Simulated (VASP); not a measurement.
# Cr in VASP: notebook

Runs on Cr. Level: PBE. Tasks: single point.

Everything below comes from runs of VASP 6.6.1. Logs are shortened: lines on timing, memory, paths and dates and some standing lists are left out, and cuts for length are marked.

## (1) The structure

The cell holds a slab with vacuum, 8 atoms: a = 2.884 Å, b = 2.884 Å, c = 25.094 Å, α = 90.00°, β = 90.00°, γ = 90.00°.

The slab is cut from a database's or a generator's crystal, which needn't be the stable form of the element.

## (2) Single point, PBE, collinear spin, ferromagnetic start

INCAR reads:

```
  PREC = Accurate
  ENCUT = 600
  EDIFF = 1E-7
  ISMEAR = -1
  SIGMA = 0.05
  LREAL = F
  LASPH = T
  NELM = 150
  ALGO = Normal
  ISIF = 2
  LWAVE = F
  LCHARG = F
  ISPIN = 2
  MAGMOM = 3 3 3 3 3 3 3 3
  LORBIT = 11
  LMAXMIX = 4
  LDIPOL = T
  IDIPOL = 3
  DIPOL = 0.5 0.5 0.500
  GGA = PE
```

KPOINTS reads:

```
regular mesh
0
Gamma
  7 7 1
```

POSCAR reads:

```
Cr
1.0
    2.8839000000      0.0000000000      0.0000000000
    0.0000000000      2.8839000000      0.0000000000
    0.0000000000      0.0000000000     25.0936500000
Cr
8
Direct
    0.5000000000      0.5000000000      0.2988803940
    0.0000000000      0.0000000000      0.3563431386
    0.5000000000      0.5000000000      0.4138058832
    0.0000000000      0.0000000000      0.4712686277
    0.5000000000      0.5000000000      0.5287313723
    0.0000000000      0.0000000000      0.5861941168
    0.5000000000      0.5000000000      0.6436568614
    0.0000000000      0.0000000000      0.7011196060
```

Potentials or basis: VASP PAW PBE potentials, release 64 (Cr_pv).

Run with:

```sh
cat potpaw_PBE.64/Cr_pv/POTCAR > POTCAR
mpirun -np 1 vasp_std > vasp.out
```

OUTCAR:

```text
PREC = Accurate
   ENCUT = 600
   EDIFF = 1E-7
   ISMEAR = -1
   LREAL = F
   LASPH = T
   NELM = 150
   ISIF = 2
   ISPIN = 2
   LORBIT = 11
   GGA = PE

 ion  position               nearest neighbor table
   1  0.500  0.500  0.299-   2 2.50   2 2.50   2 2.50   2 2.50   3 2.88
   2  0.000  0.000  0.356-   3 2.50   3 2.50   3 2.50   3 2.50   1 2.50   1 2.50   1 2.50   1 2.50
                             4 2.88
   3  0.500  0.500  0.414-   4 2.50   4 2.50   4 2.50   4 2.50   2 2.50   2 2.50   2 2.50   2 2.50
                             5 2.88   1 2.88
   4  0.000  0.000  0.471-   3 2.50   3 2.50   3 2.50   3 2.50   5 2.50   5 2.50   5 2.50   5 2.50
                             2 2.88   6 2.88
   5  0.500  0.500  0.529-   6 2.50   6 2.50   6 2.50   6 2.50   4 2.50   4 2.50   4 2.50   4 2.50
                             7 2.88   3 2.88
   6  0.000  0.000  0.586-   5 2.50   5 2.50   5 2.50   5 2.50   7 2.50   7 2.50   7 2.50   7 2.50
                             4 2.88   8 2.88
   7  0.500  0.500  0.644-   6 2.50   6 2.50   6 2.50   6 2.50   8 2.50   8 2.50   8 2.50   8 2.50
                             5 2.88
   8  0.000  0.000  0.701-   7 2.50   7 2.50   7 2.50   7 2.50   6 2.88

  LATTYP: Found a simple tetragonal cell.
 ALAT       =     2.8839000000
 C/A-ratio  =     8.7012899199

  Lattice vectors:

 A1 = (   2.8839000000,   0.0000000000,   0.0000000000)
 A2 = (   0.0000000000,   2.8839000000,   0.0000000000)
 A3 = (   0.0000000000,   0.0000000000,  25.0936500000)

Analysis of symmetry for initial positions (statically):
=====================================================================
 Subroutine PRICEL returns:
 Original cell was already a primitive cell.

 Routine SETGRP: Setting up the symmetry group for a
 simple tetragonal supercell.

 Subroutine GETGRP returns: Found 16 space group operations
 (whereof  8 operations were pure point group operations)
 out of a pool of 16 trial point group operations.

The static configuration has the point symmetry C_4v.
 The point group associated with its full space group is D_4h.

Analysis of symmetry for dynamics (positions and initial velocities):
=====================================================================
 Subroutine PRICEL returns:
 Original cell was already a primitive cell.

 Routine SETGRP: Setting up the symmetry group for a
 simple tetragonal supercell.

 Subroutine GETGRP returns: Found 16 space group operations
 (whereof  8 operations were pure point group operations)
 out of a pool of 16 trial point group operations.

The dynamic configuration has the point symmetry C_4v.
 The point group associated with its full space group is D_4h.

Analysis of structural, dynamic, and magnetic symmetry:
=====================================================================
 Subroutine PRICEL returns:
 Original cell was already a primitive cell.

 Routine SETGRP: Setting up the symmetry group for a
 simple tetragonal supercell.

 Subroutine GETGRP returns: Found 16 space group operations
 (whereof  8 operations were pure point group operations)
 out of a pool of 16 trial point group operations.

The overall configuration has the point symmetry C_4v.
 The point group associated with its full space group is D_4h.

 Subroutine INISYM returns: Found 16 space group operations
 (whereof  8 operations are pure point group operations),
 and found     1 'primitive' translations

----------------------------------------------------------------------------------------

                                     Primitive cell

  volume of cell :     208.7009

  direct lattice vectors                    reciprocal lattice vectors
     2.883900000  0.000000000  0.000000000     0.346752661  0.000000000  0.000000000
     0.000000000  2.883900000  0.000000000     0.000000000  0.346752661  0.000000000
     0.000000000  0.000000000 25.093650000     0.000000000  0.000000000  0.039850719

  length of vectors
     2.883900000  2.883900000 25.093650000     0.346752661  0.346752661  0.039850719

  position of ions in fractional coordinates (direct lattice)
     0.500000000  0.500000000  0.298880394
     0.000000000  0.000000000  0.356343139
     0.500000000  0.500000000  0.413805883
     0.000000000  0.000000000  0.471268628
     0.500000000  0.500000000  0.528731372
     0.000000000  0.000000000  0.586194117
     0.500000000  0.500000000  0.643656861
     0.000000000  0.000000000  0.701119606

  ion indices of the primitive-cell ions
   primitive index   ion index
                 1           1
                 2           2
                 3           3
                 4           4
                 5           5
                 6           6
                 7           7
                 8           8

----------------------------------------------------------------------------------------

 KPOINTS: regular mesh

Automatic generation of k-mesh.
 Grid dimensions read from file:
 generate k-points for:    7    7    1

 Generating k-lattice:

  Cartesian coordinates                     Fractional coordinates (reciprocal lattice)
     0.049536094  0.000000000  0.000000000     0.142857143  0.000000000  0.000000000
     0.000000000  0.049536094  0.000000000     0.000000000  0.142857143  0.000000000
     0.000000000  0.000000000  0.039850719     0.000000000  0.000000000  1.000000000

  Length of vectors
     0.049536094  0.049536094  0.039850719

  Shift w.r.t. Gamma in fractional coordinates (k-lattice)
     0.000000000  0.000000000  0.000000000

 Subroutine IBZKPT returns following result:
 ===========================================

 Found     10 irreducible k-points:

 Following reciprocal coordinates:
            Coordinates               Weight
  0.000000  0.000000  0.000000      1.000000
  0.142857  0.000000  0.000000      4.000000
  0.285714  0.000000  0.000000      4.000000
  0.428571  0.000000  0.000000      4.000000
  0.142857  0.142857  0.000000      4.000000
  0.285714  0.142857  0.000000      8.000000
  0.428571  0.142857  0.000000      8.000000
  0.285714  0.285714  0.000000      4.000000
  0.428571  0.285714  0.000000      8.000000
  0.428571  0.428571  0.000000      4.000000
   k-points           NKPTS =     10   k-points in BZ     NKDIM =     10   number of bands    NBANDS=     69
   number of dos      NEDOS =    301   number of ions     NIONS =      8
   total plane-waves  NPLWV = 115200
   dimension x,y,z NGX =    24 NGY =   24 NGZ =  200
   dimension x,y,z NGXF=    48 NGYF=   48 NGZF=  400
   ions per type =               8
   NGX,Y,Z   is equivalent  to a cutoff of  13.84, 13.84, 13.25 a.u.
   NGXF,Y,Z  is equivalent  to a cutoff of  27.67, 27.67, 26.50 a.u.
 SYSTEM =  unknown system
   PREC   = accura    normal or accurate (medium, high low for compatibility)
   ISTART =      0    job   : 0-new  1-cont  2-samecut
   ICHARG =      2    charge: 1-file 2-atom 10-const
   ISPIN  =      2    spin polarized calculation?
   LNONCOLLINEAR =      F non collinear calculations
   LSORBIT =      F    spin-orbit coupling
   LASPH  =      T    aspherical Exc in radial PAW
   ENCUT  =  600.0 eV  44.10 Ry    6.64 a.u.   5.76  5.76 50.12*2*pi/ulx,y,z
   NELM   =    150;   NELMIN=  2; NELMDL= -5     # of ELM steps
   EDIFF  = 0.1E-06   stopping-criterion for ELM
   LREAL  =      F    real-space projection
   EDIFFG = 0.1E-05   stopping-criterion for IOM
   NSW    =      0    number of steps for IOM
   IBRION =     -1    ionic relax: 0-MD 1-quasi-New 2-CG
   NFREE  =      0    steps in history (QN), initial steepest desc. (CG)
   ISIF   =      2    stress and relaxation
   ISYM   =      2    0-nonsym 1-usesym 2-fastsym
   POTIM  = 0.5000    time-step for ionic-motion
   TEBEG  =    0.0;   TEEND  =   0.0 temperature during run
   PSTRESS=    0.0 pullay stress
   NELECT =      96.0000    total number of electrons
   NUPDOWN=      -1.0000    fix difference up-down
   EMIN   =  10.00;   EMAX   =-10.00  energy-range for DOS
   EFERMI =   0.00;   METHOD = LEGACY
   ISMEAR =    -1;   SIGMA  =   0.05  broadening in eV -4-tet -1-fermi 0-gaus
   EFERMI_NEDOS =   21; number of points for ismear=-14 and -15
   IALGO  =     38    algorithm
   IMIX   =      4    mixing-type and parameters
     AMIX     =   0.40;   BMIX     =  1.00
     AMIX_MAG =   1.60;   BMIX_MAG =  1.00
  volume/ion in A,a.u.               =      26.09       176.05
  Fermi-wavevector in a.u.,A,eV,Ry     =   1.263738  2.388119 21.728975  1.597035
  Thomas-Fermi vector in A             =   2.397080
   LORBIT       =     11    0 simple, 1 ext, 2 COOP (PROOUT), +10 PAW based schemes
   GGA     = PE    functional components
   LHFCALC =     F    Hartree Fock is set to
   AEXX    =    0.0000 exact exchange contribution
   IVDW    =     0    specifies the selected vdW correction
   LEPSILON=     F    determine dielectric tensor
   LRPA    =     F    only Hartree local field effects (RPA)
 spin polarized calculation
  energy-cutoff  :      600.00
  volume of cell :      208.70
 maximum number of plane-waves:      6988
 NGX is ok and might be reduce to    24
   NGX = 11   NGY = 11   NGZ =101

 number of electron      95.9999946 magnetization      10.2031028

 dipolmoment           0.000000      0.000000      0.000000 electrons x Angstroem

 number of electron      95.9999948 magnetization       4.1123145

 dipolmoment           0.000000      0.000000     -0.000000 electrons x Angstroem

 Free energy of the ion-electron system (eV)
  ---------------------------------------------------
  ext. energy  EPLUGINS =         0.00000000
  ---------------------------------------------------
  free energy    TOTEN  =       -72.73000407 eV

  energy without entropy =      -72.65604760  energy(sigma->0) =      -72.69302583

 E-fermi :   3.0126     XC(G=0):  -7.0818

 val. band max:        3.0125258202   @ k =   0.1429   0.1429   0.0000
 cond. band min:       3.0190361977   @ k =   0.4286   0.4286   0.0000
 fundamental gap:      0.0065103775
 Fermi energy:         3.0125974559

 spin component 1

 k-point     1 :       0.0000    0.0000    0.0000
  band No.  band energies     occupation
      1     -41.2254      1.00000
      2     -41.2254      1.00000
      3     -40.9720      1.00000
      4     -40.9720      1.00000
      5     -40.9720      1.00000
      6     -40.9720      1.00000
[... 619 lines left out ...]
     59       4.3481      0.00000
     60       4.3669      0.00000
 Fermi energy:         3.0125974559

 spin component 2

 k-point     1 :       0.0000    0.0000    0.0000
  band No.  band energies     occupation
      1     -40.7451      1.00000
      2     -40.7431      1.00000
      3     -40.7266      1.00000
      4     -40.7266      1.00000
      5     -40.7255      1.00000
      6     -40.7255      1.00000
[... 619 lines left out ...]
     59       4.8871      0.00000
     60       5.0408      0.00000
 [bands above 60 left out]

------------------------ aborting loop because EDIFF is reached ----------------------------------------

 vacuum level on the upper side and lower side of the slab       (xc-potential included)        -0.057        -0.057

  FORCE on cell =-STRESS in cart. coord.  units (eV):
  Direction    XX          YY          ZZ          XY          YZ          ZX
  --------------------------------------------------------------------------------------
  -------------------------------------------------------------------------------------
  Total       -3.6100902     -3.6100902     -3.3011522      0.0000000      0.0000000      0.0000000
  in kB      -27.7143313    -27.7143313    -25.3426427      0.0000000      0.0000000      0.0000000
  external PRESSURE =     -26.9237684 kB  Pullay stress =       0.0000000 kB

 VOLUME and BASIS-vectors are now :
 -----------------------------------------------------------------------------
  energy-cutoff  :      600.00
  volume of cell :      208.70
      direct lattice vectors                 reciprocal lattice vectors
     2.883900000  0.000000000  0.000000000     0.346752661  0.000000000  0.000000000
     0.000000000  2.883900000  0.000000000     0.000000000  0.346752661  0.000000000
     0.000000000  0.000000000 25.093650000     0.000000000  0.000000000  0.039850719

 POSITION                                       TOTAL-FORCE (eV/Angst)
 -----------------------------------------------------------------------------------
      1.44195      1.44195      7.50000         0.000000      0.000000      0.447396
      0.00000      0.00000      8.94195         0.000000      0.000000     -0.375956
      1.44195      1.44195     10.38390         0.000000      0.000000      0.306858
      0.00000      0.00000     11.82585         0.000000      0.000000      0.064361
      1.44195      1.44195     13.26780         0.000000      0.000000     -0.064361
      0.00000      0.00000     14.70975         0.000000      0.000000     -0.306858
      1.44195      1.44195     16.15170        -0.000000      0.000000      0.375956
      0.00000      0.00000     17.59365         0.000000      0.000000     -0.447396
 -----------------------------------------------------------------------------------
    total drift:                                0.000000     -0.000000      0.000000

  FREE ENERGIE OF THE ION-ELECTRON SYSTEM (eV)
  ---------------------------------------------------
  free  energy   TOTEN  =       -72.7300040707 eV

  energy  without entropy=      -72.6560475979  energy(sigma->0) =      -72.69302583

 vacuum level on the upper side and lower side of the slab         6.553         6.553

 total charge

# of ion       s       p       d       tot
------------------------------------------
    1        0.382   6.219   4.106  10.707
    2        0.425   6.371   4.182  10.978
    3        0.426   6.378   4.175  10.980
    4        0.427   6.384   4.166  10.977
    5        0.427   6.384   4.166  10.977
    6        0.426   6.378   4.175  10.980
    7        0.425   6.371   4.182  10.978
    8        0.382   6.219   4.106  10.707
--------------------------------------------------
tot          3.322  50.704  33.259  87.285

 magnetization (x)

# of ion       s       p       d       tot
------------------------------------------
    1        0.038   0.032   2.716   2.786
    2       -0.020  -0.026  -1.413  -1.459
    3        0.009  -0.004   0.785   0.789
    4       -0.005  -0.005  -0.317  -0.328
    5       -0.005  -0.005  -0.317  -0.328
    6        0.009  -0.004   0.785   0.789
    7       -0.020  -0.026  -1.413  -1.459
    8        0.038   0.032   2.716   2.786
--------------------------------------------------
tot          0.045  -0.008   3.541   3.578
```

Run time: 28 min. Hardware: 1 thread of AMD EPYC 9R45 (Zen 5), shared host; peak memory 0.51 GiB.

What came out:

```yaml
Free_energy: -72.7300 eV
Largest_force: 0.447 eV/Å
Band_gap_on_the_k_mesh: none (metal or under the smearing width)
Net_moment: 4.11 μB per cell
Site_moments: Cr +2.79, -1.46, +0.79, -0.33 μB
Valence_electrons_inside_the_program's_atomic_spheres: Cr 10.71, 10.98
```

Forces on the atoms (eV/Å):
```
Cr   0.000  0.000  0.447
Cr   0.000  0.000 -0.376
Cr   0.000  0.000  0.307
Cr   0.000  0.000  0.064
Cr   0.000  0.000 -0.064
Cr   0.000  0.000 -0.307
Cr   0.000  0.000  0.376
Cr   0.000  0.000 -0.447
```

## (3) Single point, PBE, collinear spin, ferromagnetic start

INCAR is that of step 2.

KPOINTS is that of step 2.

POSCAR is that of step 2.

Potentials or basis: VASP PAW PBE potentials, release 64 (Cr).

Run with:

```sh
cat potpaw_PBE.64/Cr/POTCAR > POTCAR
mpirun -np 1 vasp_std > vasp.out
```

Run time: 10 min. Hardware: 1 thread of AMD EPYC 9R45 (Zen 5), shared host; peak memory 0.46 GiB.

It converged, with:

```
Free energy                                           : -72.5255 eV
Largest force                                         : 0.520 eV/Å
Band gap on the k mesh                                : none (metal or under the smearing width)
Net moment                                            : 4.12 μB per cell
Site moments                                          : Cr +2.87, -1.52, +0.83, -0.35 μB
Valence electrons inside the program's atomic spheres : Cr 5.16, 5.59, 5.60
```

Forces in eV/Å, atoms in the order of the input:
```
Cr   0.000  0.000  0.520
Cr   0.000  0.000 -0.350
Cr   0.000  0.000  0.328
Cr   0.000  0.000  0.062
Cr   0.000  0.000 -0.062
Cr   0.000  0.000 -0.328
Cr   0.000  0.000  0.350
Cr   0.000  0.000 -0.520
```

Levels at points of the mesh, in eV from the Fermi level:
Spin up:
```csv
k point,band 24,band 25,band 26,band 27,band 28,band 29
"(0.00, 0.00, 0.00)",-0.91,-0.69,-0.41,-0.34,-0.34,-0.32
```
Spin down:
```tsv
k point	band 19	band 20	band 21	band 22	band 23	band 24	band 25	band 26
(0.00, 0.00, 0.00)	-0.95	-0.71	-0.54	-0.37	-0.36	-0.36	0.22	0.54
```

## (4) Single point, PBE, collinear spin, ferromagnetic start

INCAR is that of step 3.

KPOINTS is that of step 3.

POSCAR is that of step 3.

Potentials or basis: VASP PAW PBE potentials, release 64 (Cr_pv).

Run with:

```sh
cat potpaw_PBE.64/Cr_pv/POTCAR > POTCAR
mpirun -np 1 vasp_std > vasp.out
```

Run time: 28 min. Hardware: 1 thread of AMD EPYC 9R45 (Zen 5), shared host; peak memory 0.51 GiB.

It converged, with:

```
Free energy                                           : -72.7300 eV
Largest force                                         : 0.447 eV/Å
Band gap on the k mesh                                : none (metal or under the smearing width)
Net moment                                            : 4.11 μB per cell
Site moments                                          : Cr +2.79, -1.46, +0.79, -0.33 μB
Valence electrons inside the program's atomic spheres : Cr 10.71, 10.98
```

Forces in eV/Å, atoms in the order of the input:
```
Cr   0.000  0.000  0.447
Cr   0.000  0.000 -0.376
Cr   0.000  0.000  0.307
Cr   0.000  0.000  0.064
Cr   0.000  0.000 -0.064
Cr   0.000  0.000 -0.307
Cr   0.000  0.000  0.376
Cr   0.000  0.000 -0.447
```

Levels at points of the mesh, in eV from the Fermi level:
Spin up:
```tsv
k point	band 48	band 49	band 50	band 51	band 52	band 53
(0.00, 0.00, 0.00)	-0.90	-0.68	-0.40	-0.34	-0.34	-0.34
```
Spin down:
| k point | band 44 | band 45 | band 46 | band 47 | band 48 | band 49 |
| --- | --- | --- | --- | --- | --- | --- |
| (0.00, 0.00, 0.00) | -0.70 | -0.57 | -0.36 | -0.36 | -0.35 | 0.20 |
